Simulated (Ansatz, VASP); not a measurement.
**SiC (Moissanite 3C) in VASP and in Ansatz**

The input INCAR:

```
SYSTEM = SiC
PREC = Accurate
ENCUT = 600
EDIFF = 1E-6
ISMEAR = -1
SIGMA = 0.05
LREAL = .False.
LASPH = .True.
NELM = 100
ALGO = Fast
ISIF = 3
LWAVE = .False.
LCHARG = .False.
GGA = PE
IBRION = 2
NSW = 60
EDIFFG = -0.005
PSTRESS = 0
```

KPOINTS

```
Automatic mesh
0
Gamma
  10 10 10
  0 0 0
```

POSCAR

```
SiC
1.0
    0.0000000000      2.1790000000      2.1790000000
    2.1790000000      0.0000000000      2.1790000000
    2.1790000000      2.1790000000      0.0000000000
Si C
1 1
Direct
    0.0000000000      0.0000000000      0.0000000000
    0.7500000000      0.7500000000      0.7500000000
```

The input input.yaml:

```yaml
crystal:
  lattice:
    - [0.0, 2.179, 2.179]
    - [2.179, 0.0, 2.179]
    - [2.179, 2.179, 0.0]
  atoms:
    - { symbol: Si, position: [0.0, 0.0, 0.0] }
    - { symbol: C, position: [0.75, 0.75, 0.75] }
hamiltonian:
  xc: pbe
  pseudopotentials: { kind: paw }
kpoints:
  mp_grid: { grid: [10, 10, 10] }
scf:
  occupations: { method: fermi_dirac, width: 0.05 }
output:
  forces: true
  stress: true
  eigenvalues: true
  write_density: true
  write_potential: true
  elf: true
  volumetric_format: npy
relax:
  f_tol: 0.01
  max_steps: 40
  cell: { stress_tol: 0.05 }
```

Alike in both runs: task relaxation of cell and atoms; functional PBE; k mesh 10 × 10 × 10; occupations fermi-dirac, width 0.05 eV; no spin polarisation.

|  | VASP | Ansatz |
| --- | --- | --- |
| version | VASP 6.6.1 | Ansatz 0.2.0 |
| potentials or method | VASP PAW PBE potentials, release 64 (Si, C) | Ansatz PAW |
| plane-wave cutoff (eV) | 600 | 420 |
| valence electrons in the cell | 8 | 8 |

```csv
,VASP,Ansatz,Ansatz less VASP
"gap on the k mesh at the Fermi level, each at its own relaxed structure (eV)",1.37,1.37,+0.002
relaxed volume (Å³/atom),10.49,10.50,+0.008
relaxed cell length with the largest relative difference (Å),3.096,3.097,+0.0008
energy change over the relaxation (meV/atom),-1,-2,-0.2
```

Caveats: the plane-wave basis is chosen anew once the cell has moved, so the energies of steps on either side of that aren't comparable (Ansatz). A k mesh can miss the band edges. Zero-point motion and thermal expansion aren't in these numbers. PBE usually gives volumes a little too large and moduli too small.
